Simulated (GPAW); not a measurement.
# CuO (Cccm) in GPAW: equation of state

How stiff is CuO in PBEsol, and what volume does it want? The cell is scaled to several volumes.

All numbers are computed with GPAW 26.7.0; they aren't measurements. Logs are shortened: lines on timing, memory, paths and dates and some standing lists are left out, and cuts for length are marked. The log counts tension as positive stress, the text compression.

## (1) Starting point

It takes space group Cccm (No. 66, orthorhombic). The conventional cell has a = 3.982 Å, b = 4.307 Å, c = 5.156 Å, α = 90.00°, β = 90.00°, γ = 90.00°. Around Cu (site symmetry 2/m) lie 4 O at 1.95 Å. O (site symmetry 222) is surrounded by 4 Cu at 1.95 Å.

Measurements of this composition are mostly on another form, of space group No. 15.

## (2) Equation of state, PBEsol

Contents of run.py:

```python
from ase import Atoms
from ase.eos import EquationOfState
from ase.io import Trajectory
from ase.units import GPa
from ase.parallel import parprint
from gpaw import GPAW, PW, setup_paths

setup_paths.insert(0, '.')

atoms = Atoms(['Cu', 'Cu', 'O', 'O'],
              cell=[[1.990968, -2.15355, 0.0],
                    [1.990968, 2.15355, 0.0],
                    [0.0, 0.0, 5.155928]],
              scaled_positions=[[0.5, 0.0, 0.0],
                                [0.0, 0.5, 0.5],
                                [0.5, 0.5, 0.25],
                                [0.5, 0.5, 0.75]],
              pbc=True)

traj = Trajectory('eos.traj', 'w')
volumes, energies = [], []
for x in [0.94, 0.96, 0.98, 1.0, 1.02, 1.04, 1.06]:
    a = atoms.copy()
    a.set_cell(atoms.cell * x**(1 / 3), scale_atoms=True)
    calc = GPAW(mode=PW(800),
                xc='PBEsol',
                kpts={'size': (9, 9, 5), 'gamma': True},
                occupations={'name': 'fermi-dirac', 'width': 0.05},
                nbands=33,
                convergence={'density': 1e-05, 'energy': 1e-05},
                maxiter=150,
                txt=f'eos-{x:.2f}.txt')
    a.calc = calc
    energies.append(a.get_potential_energy(force_consistent=True))
    volumes.append(a.get_volume())
    p = -a.get_stress()[:3].mean() / GPa
    calc.write(f'eos-{x:.2f}.gpw')
    traj.write(a)
    parprint(f'{x:.2f} {volumes[-1]:10.4f} A^3 {energies[-1]:14.6f} eV {p:9.3f} GPa', flush=True)

v0, e0, B = EquationOfState(volumes, energies, eos='birchmurnaghan').fit()
parprint(f'V0 = {v0:.4f} A^3, E0 = {e0:.6f} eV, B0 = {B / GPa:.2f} GPa')
```

Potentials or basis: PAW data sets generated in the run's folder for this functional, pw.

Started as:

```bash
$ gpaw-setup -f PBEsol Cu O
$ OMP_NUM_THREADS=1 mpirun -n 4 gpaw python run.py
```

What it wrote:

```text
__  _  _
 | _ |_)|_||  |
 |__||  | ||/\| - 26.7.0

Input parameters:
  mode=PW(ecut=800.0),
  convergence={'density': 1e-05, 'energy': 1e-05},
  kpts=MonkhorstPack(size=(9, 9, 5), gamma=True),
  maxiter=150,
  nbands=33,
  occupations=Occupations(name='fermi-dirac', width=0.05),
  xc=XC(name='PBEsol')

Diagonalizing LCAO Hamiltonian
Converting LCAO to pw mode

         CO

          O

       Cu

Atoms  # Å, Bohr magnetons
|   | symbol |        x |         y |        z |    initial magnetic moments |
|---|--------|----------|-----------|----------|-----------------------------|
| 0 |     Cu | 0.975162 | -1.054794 | 0.000000 | ( 0.0000,  0.0000,  0.0000) |
| 1 |     Cu | 0.975162 |  1.054794 | 2.525338 | ( 0.0000,  0.0000,  0.0000) |
| 2 |      O | 1.950325 | -0.000000 | 1.262669 | ( 0.0000,  0.0000,  0.0000) |
| 3 |      O | 1.950325 | -0.000000 | 3.788007 | ( 0.0000,  0.0000,  0.0000) |

Unit cell  # Å
| periodic |        x |         y |        z |  lengths |    angles |
|----------|----------|-----------|----------|----------|-----------|
|      yes | 1.950325 | -2.109588 | 0.000000 | 2.873000 | 90.000000 |
|      yes | 1.950325 |  2.109588 | 0.000000 | 2.873000 | 90.000000 |
|      yes | 0.000000 |  0.000000 | 5.050675 | 5.050675 | 94.492917 |

Number of symmetries: 4
Symmetry operations  # r_c * U_cc + t_c -> r_c
|   | kind |            matrix            |
|---|------|------------------------------|
| 0 |  E   |  1, 0, 0,  0, 1, 0,  0, 0, 1 |
| 1 |  σ   |  1, 0, 0,  0, 1, 0,  0, 0,-1 |
| 2 |  C2  | -1, 0, 0,  0,-1, 0,  0, 0, 1 |
| 3 |  i   | -1, 0, 0,  0,-1, 0,  0, 0,-1 |

BZ-sampling:
  Number of BZ points: 405
  Number of IBZ points: 123

  Monkhorst-Pack size: [9, 9, 5]
  Monkhorst-Pack shift: [0, 0, 0]

K-points  # in reciprocal-cell coordinates
|     |                                coordinates |     weight |
|-----|--------------------------------------------|------------|
|   0 | (  0.00000000,   0.00000000,   0.00000000) | 0.00246914 |
|   1 | (  0.00000000,   0.00000000,   0.20000000) | 0.00493827 |
|   2 | (  0.00000000,   0.00000000,   0.40000000) | 0.00493827 |
|   3 | (  0.00000000,   0.11111111,   0.00000000) | 0.00493827 |
|   4 | (  0.00000000,   0.11111111,   0.20000000) | 0.00987654 |
|   5 | (  0.00000000,   0.11111111,   0.40000000) | 0.00987654 |
|   6 | (  0.00000000,   0.22222222,   0.00000000) | 0.00493827 |
|   7 | (  0.00000000,   0.22222222,   0.20000000) | 0.00987654 |
|   8 | (  0.00000000,   0.22222222,   0.40000000) | 0.00987654 |
|   9 | (  0.00000000,   0.33333333,   0.00000000) | 0.00493827 |
| ... |                                            |            |
| 122 | (  0.44444444,   0.44444444,   0.40000000) | 0.00987654 |

Plane wave coefficients: 2159
Cutoff: 800.0 eV

Spin-components: 1 (collinear spins)
Bands:           33
Projectors:      22
Spin-degeneracy: 2
Datatype:        complex128

Parallelization:
  kpt:    4
  domain: 1
  band:   1

Density:
  Valence electrons: 34.0
  Components: 1
  Grid points: [20 20 35]
  Charge: 0.0  # |e|

Potential:
  Grid points: [20 20 35]

species:
  Cu:
    name:    Copper
    Z:       29.0
    valence: 11
    core:    18
    charge:  0.0  # [|e|]
    compensation charges:
      type: gauss
      rc: 0.33  # [Å]
      lmax: 2
    cutoffs:
      filter: 2.06  # [Å]
      core: 2.43  # [Å]
    projectors
    | kind |    occ | energy [eV] | rcut [Å] |
    |------|--------|-------------|----------|
    |   4s |  1.000 |      -4.607 |    1.164 |
    |   4p |  0.000 |      -0.637 |    1.164 |
    |   3d | 10.000 |      -5.060 |    1.058 |
    |    s |        |      22.604 |    1.164 |
    |    p |        |      26.574 |    1.164 |
    |    d |        |      22.151 |    1.058 |

    Using partial waves for Cu as LCAO basis

  O:
    name:    Oxygen
    Z:       8.0
    valence: 6
    core:    2
    charge:  0.0  # [|e|]
    compensation charges:
      type: gauss
      rc: 0.21  # [Å]
      lmax: 2
    cutoffs:
      filter: 1.17  # [Å]
      core: 0.83  # [Å]
    projectors
    | kind |    occ | energy [eV] | rcut [Å] |
    |------|--------|-------------|----------|
    |   2s |  2.000 |     -23.808 |    0.688 |
    |   2p |  4.000 |      -8.972 |    0.598 |
    |    s |        |       3.404 |    0.688 |
    |    p |        |      18.239 |    0.598 |
    |    d |        |       0.000 |    0.619 |

    Using partial waves for O as LCAO basis

Reference energy: -94036.894853  # eV

eigensolver:
  PPCG
  Converge bands: occupied
  niter=2

density mixing:
  MSR1-Mixer
  Pratt-step length: 0.05
  Maximum mixing coefficient: 0.75
  Old densities: 10
  SVD Regularization: 0.005
  Good broyden scale: 1.0
  Trust region scale: 1.0
  Backstep threshold: 4.0
  History deletion threshold: 6.0
  Fourier metric: weight=20.0, sigma=0.015

occupation numbers:
  Fermi-Dirac:
    width: 0.0500  # eV

poisson solver:
  ecut: 6400.0  # eV

xc functional:
  name: PBEsol with 2 nearest neighbor stencil

convergence criteria:
- Maximum integral of absolute [dens]ity change: 1e-05 electrons / valence electron
- Maximum [total energy] change in last 3 cyles: 1e-05 eV / valence electron
- Maximum integral of absolute [eigenst]ate change: 4e-08 eV^2 / valence electron
maximum number of iterations: 150

SCF iterations
|iter     | |      energy | eigst |  dens |
|---------|-|-------------|-------|-------|
|iter:   1| |  -27.709245 | +0.24 |       |
|iter:   2| |  -25.170797 | -1.80 | -0.89 |
|iter:   3| |  -21.690415 | -1.22 | -0.99 |
|iter:   4| |  -21.644500 | -3.51 | -1.63 |
|iter:   5| |  -21.697694 | -2.97 | -1.78 |
|iter:   6| |  -21.611555 | -3.24 | -1.77 |
|iter:   7| |  -21.608674 | -4.27 | -2.40 |
|iter:   8| |  -21.608631 | -6.16 | -2.98 |
|iter:   9| |  -21.608632c| -6.00 | -3.21 |
|iter:  10| |  -21.608633c| -7.99c| -4.32 |
|iter:  11| |  -21.608633c| -8.34c| -4.58 |
|iter:  12| |  -21.608633c| -9.02c| -5.39c|

Converged in 12 steps
Energy contributions relative to reference atoms: (reference = -94036.894853)

Energy contributions:
  Kinetic:          -1.487259
  Coulomb:          -4.329902
  Zero:              0.659595
  External:          0.000000
  Xc:              -16.441654
  Entropy:          -0.018827
  Spinorbit:         0.000000
  ----------------------------
  Free energy:     -21.618046
  Extrapolated:    -21.608633

dipole moment: (-8.523050, -0.000000, -11.035896)  # |e|*Ang

Fermi level: 6.337
Eigenvalues  # (at kpt = [0.000, 0.000, 0.000])
| band index |      eig [eV] | occ [0-2] |
|------------|---------------|-----------|
|          0 |       -13.943 |     2.000 |
|        ... |               |           |
|          8 |         2.747 |     2.000 |
|          9 |         3.085 |     2.000 |
|         10 |         3.617 |     2.000 |
|         11 |         3.719 |     2.000 |
|         12 |         3.772 |     2.000 |
|         13 |         3.790 |     2.000 |
[... 8 lines left out ...]
|         22 |        21.135 |     0.000 |
|         23 |        21.252 |     0.000 |
|        ... |               |           |
|         32 |        31.353 |     0.000 |

No gap
No difference between direct/indirect transitions

Stress tensor  # eV/Ang^3
|         x |         y |         z |
|-----------|-----------|-----------|
| -0.040898 |  0.000000 |  0.000000 |
|  0.000000 | -0.039636 |  0.000000 |
|  0.000000 |  0.000000 | -0.061295 |

# Writing to eos-0.94.gpw (mode='')
```

Wall time 4.1 min (4 MPI ranks of Arm Neoverse V2, shared host); peak memory 0.42 GiB.

What came out:

```
Equilibrium volume                        : 10.85 Å³/atom
Bulk modulus at fixed shape and positions : 171 GPa
Pressure derivative of the bulk modulus   : 4.7
```

Energy against volume, from the lowest point:
```
volume (Å³/atom)  energy (meV/atom)
          10.390              11.46
          10.611               3.02
          10.832               0.00
          11.053               1.88
          11.274               8.08
          11.496              18.15
          11.717              31.66
```

Caveat: with this Cu data set, volumes or pressures lay over 1.5 % or 2 GPa off other programs in two to four cells of ten; the cell was scaled at fixed shape and fractional positions, which overstates the stiffness of a crystal with free parameters, most of all of layers and chains; the run has no spin polarisation, though such a crystal can be magnetic.
